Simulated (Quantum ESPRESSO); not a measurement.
The system is TePb.

```
CELL_PARAMETERS angstrom
0.00000 3.23100 3.23100
3.23100 0.00000 3.23100
3.23100 3.23100 0.00000
ATOMIC_POSITIONS crystal
Pb 0.00000 0.00000 0.00000
Te 0.50000 0.50000 0.50000
```

- Program: Quantum ESPRESSO 7.5
- Task: phonons
- Functional: PBE
- Potentials or basis: GBRV 1.5 PBE
- Cutoff: 612 eV
- Density cutoff: 4898 eV
- k mesh: 6 × 6 × 6, shifted
- Occupations: fermi-dirac, width 0.05 eV
- Spin: no spin polarisation
- Target pressure: 10 GPa
- Mixing beta: 0.5
- Most SCF iterations: 120
- SCF threshold: 4e-10 Ry

The cell and the atoms were relaxed first at 10 GPa, to 29.65 Å³/atom (a = 4.377 Å, b = 4.377 Å, c = 4.377 Å, α = 60.00°, β = 60.00°, γ = 60.00°), and the response was taken there.

The first run showed a gap, so the response started from a second, tighter run with fixed occupations.

Q: Which optical modes does the crystal have at the zone centre, and which show in infrared and Raman spectra?

A: The optical modes are T1u. Infrared active: T1u. None is Raman active.

Optical modes at Γ, degenerate ones joined, polar ones without the macroscopic field:
```
cm⁻¹  components  symmetry  active in  IR intensity, summed ((D/Å)²/amu)
  89           3       T1u         IR                              33.84
```

Zone-centre frequencies without and with the macroscopic field along z (cm⁻¹):
|  | optical modes in rising order |
| --- | --- |
| without | 89 89 89 |
| with the field | 89 89 134 |

Born effective charge tensors (e):
atom 1, Pb
```
6.23 0.00 0.00
0.00 6.23 0.00
0.00 0.00 6.23
```
atom 2, Te
```
-6.19  0.00  0.00
 0.00 -6.19  0.00
 0.00  0.00 -6.19
```

Caveat: the cell is more than 3 GPa from zero pressure, which shifts response properties.
